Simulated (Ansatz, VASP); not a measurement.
# One calculation of PbF2, two programs

POSCAR

```
PbF2
1.0
    6.4081039300      0.0000000000      0.0000000000
    0.0000000000      3.8796427700      0.0000000000
    0.0000000000      0.0000000000      7.6637946300
Pb F
4 8
Direct
    0.2550794700      0.2500000000      0.8940555400
    0.7449205300      0.7500000000      0.1059444600
    0.7550794700      0.2500000000      0.6059444600
    0.2449205300      0.7500000000      0.3940555400
    0.4740967600      0.2500000000      0.1534794100
    0.5259032400      0.7500000000      0.8465205900
    0.9740967600      0.2500000000      0.3465205900
    0.0259032400      0.7500000000      0.6534794100
    0.6407953000      0.7500000000      0.4348646200
    0.3592047000      0.2500000000      0.5651353800
    0.1407953000      0.7500000000      0.0651353800
    0.8592047000      0.2500000000      0.9348646200
```

Contents of INCAR.step1:

```
PREC     = Accurate       # precision mode
ENCUT    = 520            # plane-wave cutoff, eV
ISMEAR   = -1             # smearing method
SIGMA    = 0.02           # smearing width, eV
LREAL    = F              # projectors in reciprocal space
LASPH    = T              # aspherical terms in the spheres
NELM     = 100            # most SCF steps
NBANDS   = 68             # bands
GGA      = PE             # functional
ALGO     = Normal         # electronic algorithm
EDIFF    = 1E-4           # SCF threshold, eV
LWAVE    = T              # write WAVECAR
LCHARG   = F              # write CHGCAR
```

The input INCAR.step2:

```
PREC     = Accurate       # precision mode
ENCUT    = 520            # plane-wave cutoff, eV
EDIFF    = 1E-8           # SCF threshold, eV
ISMEAR   = -1             # smearing method
SIGMA    = 0.02           # smearing width, eV
LREAL    = F              # projectors in reciprocal space
LASPH    = T              # aspherical terms in the spheres
NELM     = 100            # most SCF steps
ALGO     = Normal         # electronic algorithm
ISIF     = 2              # what is computed and relaxed
LWAVE    = F              # write WAVECAR
LCHARG   = F              # write CHGCAR
METAGGA  = R2SCAN         # meta-GGA
LMIXTAU  = T            
LEFG     = T            
NBANDS   = 68             # bands
ISTART   = 1
```

The input KPOINTS:

```
Automatic mesh
0
Gamma
  4 6 3
```

Input for Ansatz:

```yaml
crystal:
  lattice:
    - [6.40810393, 0.0, 0.0]
    - [0.0, 3.87964277, 0.0]
    - [0.0, 0.0, 7.66379463]
  atoms:
    - { symbol: Pb, position: [0.25507947, 0.25, 0.89405554] }
    - { symbol: Pb, position: [0.74492053, 0.75, 0.10594446] }
    - { symbol: Pb, position: [0.75507947, 0.25, 0.60594446] }
    - { symbol: Pb, position: [0.24492053, 0.75, 0.39405554] }
    - { symbol: F, position: [0.47409676, 0.25, 0.15347941] }
    - { symbol: F, position: [0.52590324, 0.75, 0.84652059] }
    - { symbol: F, position: [0.97409676, 0.25, 0.34652059] }
    - { symbol: F, position: [0.02590324, 0.75, 0.65347941] }
    - { symbol: F, position: [0.6407953, 0.75, 0.43486462] }
    - { symbol: F, position: [0.3592047, 0.25, 0.56513538] }
    - { symbol: F, position: [0.1407953, 0.75, 0.06513538] }
    - { symbol: F, position: [0.8592047, 0.25, 0.93486462] }
kpoints:
  mp_grid: { grid: [4, 6, 3] }
scf:
  occupations: { method: fermi_dirac, width: 0.02 }
hamiltonian:
  xc: r2scan
  pseudopotentials: { kind: paw }
output:
  forces: true
  stress: true
  populations: true
  efg: { contact_densities: true }
```

Alike in both runs: task electric field gradients; functional r2SCAN; k mesh 4 × 6 × 3; occupations fermi-dirac, width 0.02 eV; no spin polarisation.

|  | VASP | Ansatz |
| --- | --- | --- |
| version | VASP 6.6.1 | Ansatz 0.2.0 |
| potentials or method | VASP PAW PBE potentials, release 64 (Pb_d, F) | plane-wave PAW, scalar-relativistic |
| plane-wave cutoff (eV) | 520 | 500 |
| valence electrons in the cell | 112 | 112 |

```csv
,VASP,Ansatz,Ansatz less VASP
gap on the k mesh at the Fermi level (eV),4.76,4.76,+0.001
pressure (GPa),0.1,0.1,+0.03
rms of the force components (eV/Å),0.005,0.019,+0.0133
Vzz of the field gradient on the site that differs most (V/Å²),-34.9,-39.2,-4.27
```

Atom by atom the forces differ by 0.019 eV/Å (rms over components). The functional is the same, so the differences come from potentials, cutoffs and numerics. Ansatz warned: «gradients_without_spin_orbit».

Caveats: the PAW data sets were made with another functional, which shifts forces and pressure a little (VASP); spin-orbit coupling is left out, which as a rule narrows the gap of such compounds by several tenths of an eV; an odd mesh through Γ misses points on the zone boundary, where band edges often lie. r2SCAN opens gaps a little over a GGA but as a rule still falls short of measured ones.
